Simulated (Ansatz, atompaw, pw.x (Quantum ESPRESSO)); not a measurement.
**From atom to crystal: PAW (atompaw) potential for Tb (Z = 65)**

| Quantity | Value |
| --- | --- |
| Element | Tb (Z = 65) |
| Generator | atompaw 4.2.0.5 |
| Type | PAW |
| Functional | PBE |
| Relativity | scalar-relativistic |
| Frozen core | [Kr] 4d10 |
| Valence charge | 19 |
| Reference configuration | 4f9 5s2 5p6 5d0 6s2 6p0 |
| Partial waves | 5s (bound); 6s (bound); 5p (bound); 6p (bound, empty); 5d (bound, empty); 5d channel at 0.45 Ry; 4f (bound); 4f channel at 1.15 Ry |
| Local potential | bessel scheme, radius 2.00 bohr |
| Core correction | smooth core density matched at 1.95 bohr |
| Augmentation charge | besselshape compensation charge, radius 2.70 bohr; PAW radius 3.00 bohr; waves and projectors: bloechl |

Crystal test: sc Tb in pw.x 7.5, no spin, 10³ k-points, Fermi–Dirac smearing 0.01 Ry, cutoffs 45/450 Ry. The reference is all-electron LAPW (Ansatz 0.2.0) with the same functional, mesh and smearing; V0 and B0 come from Birch–Murnaghan fits to the pressures at five volumes. Errors are pseudo minus all-electron; Δ is the rms difference of the E(V) curves that follow from these fits, minima aligned, over ±6 % about the mean V0. Mesh and smearing are coarse, so the numbers serve the comparison and aren't converged zero-temperature values; the lattice is a test structure that the element need not adopt. Spin polarisation and strong correlation are left out, which matters for this element.

```
V (Å³/atom)  P all-electron (GPa)  P pseudo (GPa)
     31.290                  0.60            1.45
     32.114                  0.29            1.10
     32.937                  0.00            0.76
     33.760                 -0.26            0.44
     34.584                 -0.50            0.14
```

All-electron: a0 = 3.206 Å (V0 = 32.94 Å³/atom), B0 = 10.9 GPa.

Pseudopotential: mean pressure error (GPa): +0.75. The pressure does not cross zero within the volumes sampled, so no fit is given. This is a poor potential for the solid.

Q: At the middle volume, how do free energy and pressure move when the wave cutoff is lowered (ecutrho held at 450 Ry)?

A:

| cutoff (Ry) | shift of F (meV/atom) | shift of P (GPa) |
| --- | --- | --- |
| 20 | +840.4 | -11.55 |
| 27 | +173.9 | -2.65 |
| 36 | +20.4 | -0.41 |

The run at the middle volume (56 k-points, 42 iterations) took about 79 s on one core of a shared host (Intel(R) Xeon(R) Gold 6455B, 64 threads, 503 GiB, load 21).
